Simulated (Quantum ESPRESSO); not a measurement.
The system is In.

```xyz
1
Lattice="-1.6255 1.6255 2.4737 1.6255 -1.6255 2.4737 1.6255 1.6255 -2.4737" Properties=species:S:1:pos:R:3 pbc="T T T"
In    0.0000    0.0000    0.0000
```

Base run:

* Program: Quantum ESPRESSO 7.5
* Functional: PBE
* Potentials or basis: SSSP 1.3 efficiency PBE
* Cutoff: 748 eV
* Density cutoff: 5987 eV
* k mesh: 11 × 11 × 11
* Occupations: fermi-dirac, width 0.05 eV
* Spin: no spin polarisation

Its results: band gap on the k mesh none (metal or under the smearing width); pressure 2.0 GPa.

Question: The run is repeated on the same cell with these changes: functional from PBE to PBEsol; potentials or basis from SSSP 1.3 efficiency PBE to PseudoDojo 0.4.1 SR PBEsol standard; cutoff from 748 eV to 952 eV; density cutoff from 5987 eV to 3810 eV. What comes out?

Answer: Band gap on the k mesh none (metal or under the smearing width); pressure -0.9 GPa.

Caveats: some levels on the path didn't converge (some runs).

Not every run made on this cell is shown here.
